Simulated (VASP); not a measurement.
Input of a VASP 6.6.1 run:

File INCAR:

```
SYSTEM = TePb
PREC = Accurate
ENCUT = 600
EDIFF = 1E-7
ISMEAR = 0
SIGMA = 0.03
LREAL = .False.
LASPH = .True.
NELM = 80
ALGO = Normal
ISIF = 3
LWAVE = .False.
LCHARG = .False.
GGA = PS
IBRION = 2
NSW = 90
EDIFFG = -0.005
KPAR = 4
```

File KPOINTS:

```
regular mesh
0
Gamma
  8 8 8
  0 0 0
```

The input POSCAR:

```
TePb                                    
1.0
   -0.0000000000      3.2218515821      3.2218515821
    3.2218515821     -0.0000000000      3.2218515821
    3.2218515821      3.2218515821     -0.0000000000
  Te              Pb            
     1     1
Direct
     0.5000000000000000    0.5000000000000000    0.5000000000000000
     0.0000000000000000    0.0000000000000000    0.0000000000000000
```

Potentials or basis: VASP PAW PBE potentials, release 64 (Te, Pb_d).

Launch:

```console
$ cat potpaw_PBE.64/Te/POTCAR potpaw_PBE.64/Pb_d/POTCAR > POTCAR
$ mpirun -np 4 vasp_std > vasp.out
```

(1) What does it give for the band gap on the k mesh?

## Answers

(1) 0.65 eV, direct.

Caveat: the relaxation stopped at its first step, so nothing moved; spin-orbit coupling is left out, which as a rule narrows the gap of such compounds by several tenths of an eV.
